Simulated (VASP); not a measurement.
# P (P4/mmm) in VASP: a series of runs

One crystal, P, is run at these levels: PBEsol; tasks: single point.

All numbers are computed with VASP 6.6.1; they aren't measurements. Logs are shortened: lines on timing, memory, paths and dates and some standing lists are left out, and cuts for length are marked.

## (1) The structure

Symmetry: P4/mmm, No. 123, tetragonal system. The conventional cell has a = 4.273 Å, b = 4.273 Å, c = 4.378 Å, α = 90.00°, β = 90.00°, γ = 90.00°. P (site symmetry 4/mmm) is surrounded by 6 P at 4.27 to 4.38 Å.

This isn't the form of P at room conditions, which is orthorhombic.

## (2) Single point, PBEsol

INCAR

```
ALGO = Fast
EDIFF = 1E-6
ENCUT = 520
GGA = PS
ISIF = 2
ISMEAR = 0
LASPH = True
LCHARG = False
LREAL = False
LWAVE = False
NBANDS = 8
NELM = 100
PREC = Accurate
SIGMA = 0.15
```

KPOINTS

```
k-points
0
Gamma
  12 12 12
```

POSCAR

```
P
1.0
    4.2729048574      0.0000000000      0.0000000000
    0.0000000000      4.2729048574      0.0000000000
    0.0000000000      0.0000000000      4.3780000000
P
1
Direct
    0.0000000000      0.0000000000      0.0000000000
```

Potentials or basis: VASP PAW PBE potentials, release 64 (P).

Run with:

```console
> cat potpaw_PBE.64/P/POTCAR > POTCAR
> mpirun -np 1 vasp_std > vasp.out
```

OUTCAR:

```text
EDIFF = 1E-6
   ENCUT = 520
   GGA = PS
   ISIF = 2
   ISMEAR = 0
   LASPH = True
   LREAL = False
   NELM = 100
   PREC = Accurate

 ion  position               nearest neighbor table
   1  0.000  0.000  0.000-

  LATTYP: Found a simple tetragonal cell.
 ALAT       =     4.2729048574
 C/A-ratio  =     1.0245957132

  Lattice vectors:

 A1 = (   4.2729048574,   0.0000000000,   0.0000000000)
 A2 = (   0.0000000000,   4.2729048574,   0.0000000000)
 A3 = (   0.0000000000,   0.0000000000,   4.3780000000)

Analysis of symmetry for initial positions (statically):
=====================================================================
 Subroutine PRICEL returns:
 Original cell was already a primitive cell.

 Routine SETGRP: Setting up the symmetry group for a
 simple tetragonal supercell.

 Subroutine GETGRP returns: Found 16 space group operations
 (whereof 16 operations were pure point group operations)
 out of a pool of 16 trial point group operations.

The static configuration has the point symmetry D_4h.

Analysis of symmetry for dynamics (positions and initial velocities):
=====================================================================
 Subroutine PRICEL returns:
 Original cell was already a primitive cell.

 Routine SETGRP: Setting up the symmetry group for a
 simple tetragonal supercell.

 Subroutine GETGRP returns: Found 16 space group operations
 (whereof 16 operations were pure point group operations)
 out of a pool of 16 trial point group operations.

The dynamic configuration has the point symmetry D_4h.

 Subroutine INISYM returns: Found 16 space group operations
 (whereof 16 operations are pure point group operations),
 and found     1 'primitive' translations

----------------------------------------------------------------------------------------

                                     Primitive cell

  volume of cell :      79.9323

  direct lattice vectors                    reciprocal lattice vectors
     4.272904857  0.000000000  0.000000000     0.234032826  0.000000000  0.000000000
     0.000000000  4.272904857  0.000000000     0.000000000  0.234032826  0.000000000
     0.000000000  0.000000000  4.378000000     0.000000000  0.000000000  0.228414801

  length of vectors
     4.272904857  4.272904857  4.378000000     0.234032826  0.234032826  0.228414801

  position of ions in fractional coordinates (direct lattice)
     0.000000000  0.000000000  0.000000000

  ion indices of the primitive-cell ions
   primitive index   ion index
                 1           1

----------------------------------------------------------------------------------------

 KPOINTS: k-points

Automatic generation of k-mesh.
 Grid dimensions read from file:
 generate k-points for:   12   12   12

 Generating k-lattice:

  Cartesian coordinates                     Fractional coordinates (reciprocal lattice)
     0.019502736  0.000000000  0.000000000     0.083333333  0.000000000  0.000000000
     0.000000000  0.019502736  0.000000000     0.000000000  0.083333333  0.000000000
     0.000000000  0.000000000  0.019034567     0.000000000  0.000000000  0.083333333

  Length of vectors
     0.019502736  0.019502736  0.019034567

  Shift w.r.t. Gamma in fractional coordinates (k-lattice)
     0.000000000  0.000000000  0.000000000

 Subroutine IBZKPT returns following result:
 ===========================================

 Found    196 irreducible k-points:

 Following reciprocal coordinates:
            Coordinates               Weight
  0.000000  0.000000  0.000000      1.000000
  0.083333  0.000000  0.000000      4.000000
  0.166667  0.000000  0.000000      4.000000
  0.250000  0.000000  0.000000      4.000000
  0.333333  0.000000  0.000000      4.000000
  0.416667  0.000000  0.000000      4.000000
[... 16 lines left out ...]
  0.333333  0.333333  0.000000      4.000000
  0.416667  0.333333  0.000000      8.000000
 [... further k-points ...]
   k-points           NKPTS =    196   k-points in BZ     NKDIM =    196   number of bands    NBANDS=      8
   number of dos      NEDOS =    301   number of ions     NIONS =      1
   total plane-waves  NPLWV =  36864
   dimension x,y,z NGX =    32 NGY =   32 NGZ =   36
   dimension x,y,z NGXF=    64 NGYF=   64 NGZF=   72
   ions per type =               1
   NGX,Y,Z   is equivalent  to a cutoff of  12.45, 12.45, 13.67 a.u.
   NGXF,Y,Z  is equivalent  to a cutoff of  24.90, 24.90, 27.34 a.u.
 SYSTEM =  unknown system
   PREC   = accura    normal or accurate (medium, high low for compatibility)
   ISTART =      0    job   : 0-new  1-cont  2-samecut
   ICHARG =      2    charge: 1-file 2-atom 10-const
   ISPIN  =      1    spin polarized calculation?
   LNONCOLLINEAR =      F non collinear calculations
   LSORBIT =      F    spin-orbit coupling
   LASPH  =      T    aspherical Exc in radial PAW
   ENCUT  =  520.0 eV  38.22 Ry    6.18 a.u.   7.94  7.94  8.14*2*pi/ulx,y,z
   NELM   =    100;   NELMIN=  2; NELMDL= -5     # of ELM steps
   EDIFF  = 0.1E-05   stopping-criterion for ELM
   LREAL  =      F    real-space projection
   EDIFFG = 0.1E-04   stopping-criterion for IOM
   NSW    =      0    number of steps for IOM
   IBRION =     -1    ionic relax: 0-MD 1-quasi-New 2-CG
   NFREE  =      0    steps in history (QN), initial steepest desc. (CG)
   ISIF   =      2    stress and relaxation
   ISYM   =      2    0-nonsym 1-usesym 2-fastsym
   POTIM  = 0.5000    time-step for ionic-motion
   TEBEG  =    0.0;   TEEND  =   0.0 temperature during run
   PSTRESS=    0.0 pullay stress
   NELECT =       5.0000    total number of electrons
   NUPDOWN=      -1.0000    fix difference up-down
   EMIN   =  10.00;   EMAX   =-10.00  energy-range for DOS
   EFERMI =   0.00;   METHOD = LEGACY
   ISMEAR =     0;   SIGMA  =   0.15  broadening in eV -4-tet -1-fermi 0-gaus
   EFERMI_NEDOS =   21; number of points for ismear=-14 and -15
   IALGO  =     68    algorithm
   IMIX   =      4    mixing-type and parameters
     AMIX     =   0.40;   BMIX     =  1.00
     AMIX_MAG =   1.60;   BMIX_MAG =  1.00
  volume/ion in A,a.u.               =      79.93       539.41
  Fermi-wavevector in a.u.,A,eV,Ry     =   0.649866  1.228069  5.746099  0.422326
  Thomas-Fermi vector in A             =   1.718961
   LORBIT       =      0    0 simple, 1 ext, 2 COOP (PROOUT), +10 PAW based schemes
   GGA     = PS    functional components
   LHFCALC =     F    Hartree Fock is set to
   AEXX    =    0.0000 exact exchange contribution
   IVDW    =     0    specifies the selected vdW correction
   LEPSILON=     F    determine dielectric tensor
   LRPA    =     F    only Hartree local field effects (RPA)
 non-spin polarized calculation
 RMM-DIIS sequential band-by-band and
 Gauss-broadening in eV      SIGMA  =   0.15
  energy-cutoff  :      520.00
  volume of cell :       79.93
 maximum number of plane-waves:      2208
 NGX is ok and might be reduce to    32
   NGX = 15   NGY = 15   NGZ = 17

 number of electron       4.9999999 magnetization

 Free energy of the ion-electron system (eV)
  ---------------------------------------------------
  ext. energy  EPLUGINS =         0.00000000
  ---------------------------------------------------
  free energy    TOTEN  =        -1.18869371 eV

  energy without entropy =       -1.15062864  energy(sigma->0) =       -1.16966118

 E-fermi :  -3.0795     XC(G=0):  -5.0520

 val. band max:       -3.0808739876   @ k =   0.2500   0.0833   0.5000
 cond. band min:      -3.0785486075   @ k =   0.3333   0.2500   0.1667
 fundamental gap:      0.0023253801
 Fermi energy:        -3.0794892008

 k-point     1 :       0.0000    0.0000    0.0000
  band No.  band energies     occupation
      1     -11.8102      2.00000
      2      -2.6315      0.00002
      3      -2.5228      0.00000
      4      -2.5228      0.00000
      5       1.5513      0.00000
      6       4.3609      0.00000
      7       4.4434      0.00000
      8       8.9681      0.00000

 k-point     2 :       0.0833    0.0000    0.0000
  band No.  band energies     occupation
      1     -11.7992      2.00000
      2      -2.6452      0.00004
      3      -2.6217      0.00002
      4      -2.5135      0.00000
      5       1.6696      0.00000
      6       4.4105      0.00000
      7       4.5474      0.00000
      8       8.5111      0.00000

 k-point     3 :       0.1667    0.0000    0.0000
  band No.  band energies     occupation
      1     -11.7689      2.00000
      2      -2.9474      0.21284
      3      -2.5947      0.00000
      4      -2.4876      0.00000
      5       1.9684      0.00000
      6       4.5249      0.00000
      7       4.8312      0.00000
      8       7.8223      0.00000

 k-point     4 :       0.2500    0.0000    0.0000
  band No.  band energies     occupation
      1     -11.7265      2.00000
      2      -3.3060      1.96732
      3      -2.5570      0.00000
      4      -2.4515      0.00000
      5       2.3575      0.00000
      6       4.6902      0.00000
      7       5.0823      0.00000
      8       7.2471      0.00000

 k-point     5 :       0.3333    0.0000    0.0000
  band No.  band energies     occupation
      1     -11.6829      2.00000
      2      -3.6226      2.00000
      3      -2.5184      0.00000
      4      -2.4147      0.00000
      5       2.7849      0.00000
      6       4.8796      0.00000
      7       5.0209      0.00000
      8       6.8006      0.00000
[... 177 lines left out ...]
 k-point    22 :       0.5000    0.2500    0.0000
  band No.  band energies     occupation
      1     -11.5605      2.00000
      2      -3.7681      2.00000
      3      -3.0595      0.85056
      4      -2.4126      0.00000
      5       3.5630      0.00000
      6       4.2520      0.00000
      7       6.0660      0.00000
      8       6.4385      0.00000

 k-point    23 :       0.3333    0.3333    0.0000
  band No.  band energies     occupation
      1     -11.5626      2.00000
      2      -3.4589      1.99965
      3      -3.3822      1.99568
      4      -2.4146      0.00000
      5       3.3162      0.00000
      6       4.4364      0.00000
      7       6.3029      0.00000
      8       6.5758      0.00000

 k-point    24 :       0.4167    0.3333    0.0000
  band No.  band energies     occupation
      1     -11.5317      2.00000
      2      -3.6230      2.00000
      3      -3.3652      1.99294
      4      -2.3882      0.00000
      5       3.2129      0.00000
      6       4.5445      0.00000
      7       6.4323      0.00000
      8       6.6036      0.00000

 [... further k-points ...]

------------------------ aborting loop because EDIFF is reached ----------------------------------------

  FORCE on cell =-STRESS in cart. coord.  units (eV):
  Direction    XX          YY          ZZ          XY          YZ          ZX
  --------------------------------------------------------------------------------------
  -------------------------------------------------------------------------------------
  Total       -1.9930730     -1.9930730     -1.7849373      0.0000000      0.0000000      0.0000000
  in kB      -39.9495227    -39.9495227    -35.7776121      0.0000000      0.0000000      0.0000000
  external PRESSURE =     -38.5588858 kB  Pullay stress =       0.0000000 kB

 VOLUME and BASIS-vectors are now :
 -----------------------------------------------------------------------------
  energy-cutoff  :      520.00
  volume of cell :       79.93
      direct lattice vectors                 reciprocal lattice vectors
     4.272904857  0.000000000  0.000000000     0.234032826  0.000000000  0.000000000
     0.000000000  4.272904857  0.000000000     0.000000000  0.234032826  0.000000000
     0.000000000  0.000000000  4.378000000     0.000000000  0.000000000  0.228414801

 POSITION                                       TOTAL-FORCE (eV/Angst)
 -----------------------------------------------------------------------------------
      0.00000      0.00000      0.00000         0.000000      0.000000      0.000000
 -----------------------------------------------------------------------------------
    total drift:                               -0.000000      0.000000      0.000000

  FREE ENERGIE OF THE ION-ELECTRON SYSTEM (eV)
  ---------------------------------------------------
  free  energy   TOTEN  =        -1.1886937124 eV

  energy  without entropy=       -1.1506286418  energy(sigma->0) =       -1.16966118
```

It took 26 s on 1 thread of Intel Xeon 6975P-C (Granite Rapids), shared host; peak memory 0.25 GiB.

What came out:

| Property | Result |
| --- | --- |
| Free energy | -1.1887 eV |
| Pressure | -3.9 GPa |
| Band gap on the k mesh | none (metal or under the smearing width) |

Stress tensor (GPa, compression positive):
```
-3.99  0.00  0.00
 0.00 -3.99  0.00
 0.00  0.00 -3.58
```

Levels at points of the mesh, in eV from the Fermi level:
```
           k point  band 1  band 2  band 3  band 4  band 5  band 6  band 7
(0.00, 0.00, 0.00)   -8.73    0.45    0.56    0.56    4.63    7.44    7.52
(0.50, 0.00, 0.00)   -8.56   -0.83    0.60    0.70    6.51    7.55    8.19
(0.50, 0.50, 0.00)   -8.40   -0.53   -0.53    0.74    5.86    8.12    9.73
(0.00, 0.00, 0.50)   -8.59   -0.78    0.68    0.68    6.48    7.48    8.15
(0.50, 0.00, 0.50)   -8.43   -0.57   -0.48    0.81    5.85    8.12    9.65
(0.50, 0.50, 0.50)   -8.28   -0.32   -0.32   -0.24    6.87    6.97    6.97
```

Caveat: the PAW data sets were made with another functional, which shifts forces and pressure a little.

## (3) Single point, PBEsol

INCAR

```
SYSTEM = P
PREC = Accurate ; ENCUT = 520
EDIFF = 1E-7 ; ISMEAR = 0
SIGMA = 0.15 ; LREAL = .FALSE.
LASPH = .TRUE. ; NELM = 100
ALGO = Fast ; ISIF = 2
LWAVE = .FALSE. ; LCHARG = .TRUE.
GGA = PS ; LELF = .TRUE.
LVHAR = .TRUE. ; NBANDS = 8
```

KPOINTS

```
regular mesh
0
G
  12 12 12
  0 0 0
```

POSCAR is that of step 2.

Potentials or basis: VASP PAW PBE potentials, release 64 (P).

Run with:

```console
> cat potpaw_PBE.64/P/POTCAR > POTCAR
> mpirun -np 1 vasp_std > vasp.out
```

Wall time 34 s (1 thread of Intel Xeon 6975P-C (Granite Rapids), shared host); peak memory 0.25 GiB.

Results (log left out):

| Item | Value |
| --- | --- |
| Free energy | -1.1887 eV |
| Pressure | -3.9 GPa |
| Band gap on the k mesh | none (metal or under the smearing width) |

Stress tensor (GPa, compression positive):
```
-3.99  0.00  0.00
 0.00 -3.99  0.00
 0.00  0.00 -3.57
```

Levels at points of the mesh, in eV from the Fermi level:
| k point | band 1 | band 2 | band 3 | band 4 | band 5 |
| --- | --- | --- | --- | --- | --- |
| (0.00, 0.00, 0.00) | -8.73 | 0.45 | 0.56 | 0.56 | 4.63 |
| (0.50, 0.00, 0.00) | -8.56 | -0.83 | 0.60 | 0.70 | 6.51 |
| (0.50, 0.50, 0.00) | -8.40 | -0.53 | -0.53 | 0.74 | 5.86 |
| (0.00, 0.00, 0.50) | -8.59 | -0.78 | 0.68 | 0.68 | 6.48 |
| (0.50, 0.00, 0.50) | -8.43 | -0.57 | -0.48 | 0.81 | 5.85 |
| (0.50, 0.50, 0.50) | -8.28 | -0.32 | -0.32 | -0.24 | 6.87 |

Caveat: the PAW data sets were made with another functional, which shifts forces and pressure a little.
